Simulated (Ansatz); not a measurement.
## N under changes of volume

One of the cells (26.341 Å³/atom); the others are scaled copies at fixed shape and fractional positions:

```
N
1.0
     4.16723    0.00000    0.00000
    -2.08362    3.60893    0.00000
     0.00000    0.00000    7.00600
N
4
Cartesian
  2.0836 1.2030 4.7015
  2.0836 1.2030 5.8075
  0.0000 2.4060 1.1985
  0.0000 2.4060 2.3045
```

- Program: Ansatz 0.2.0
- Functional: PBE
- Potentials or basis: all-electron LAPW, scalar-relativistic
- Cutoff: 953 eV (chosen from the basis error)
- Basis error allowed: 0.001 eV/atom
- k mesh: 7 × 7 × 4
- Occupations: fermi-dirac, width 0.05 eV
- Spin: no spin polarisation

```csv
volume (Å³/atom),energy over the lowest point (meV/atom),pressure (GPa),gap on the mesh (eV),largest force (eV/Å)
24.761,?,?,?,?
25.288,5.65,2.2,7.18,1.571
25.814,0.71,0.8,7.14,0.450
26.341,0.00,-0.4,7.09,0.597
26.868,3.14,-1.5,7.04,1.578
27.395,9.78,-2.5,6.99,2.496
27.922,19.61,-3.4,6.95,3.355
```

What does the run at 24.761 Å³/atom give?

Energy over the lowest point 15.24 meV/atom; pressure 3.7 GPa; gap on the mesh 7.23 eV; largest force 2.769 eV/Å.

Worked out: A Birch-Murnaghan fit of order 3 (a polynomial in V^(-2/3)) to the other rows has its minimum at 26.17 Å³/atom with B0 = V·E''(V) = 60 GPa and B' = 3.7 at fixed shape and positions, which overstates the stiffness. It gives 15.26 meV/atom at 24.761 Å³/atom, against the run's 15.24, and -dE/dV = 3.7 GPa, against 3.7. A straight line through the other rows of the gap, of slope -2.38 eV per unit of ln V, extrapolates to 7.23 eV, against the run's 7.23.

Energies are extrapolated to zero smearing.

Caveats: an odd mesh through Γ misses points on the zone boundary, where band edges often lie; forces of over 1 eV/Å show positions far from the minimum, so gaps and moduli don't describe the material at rest (some runs).
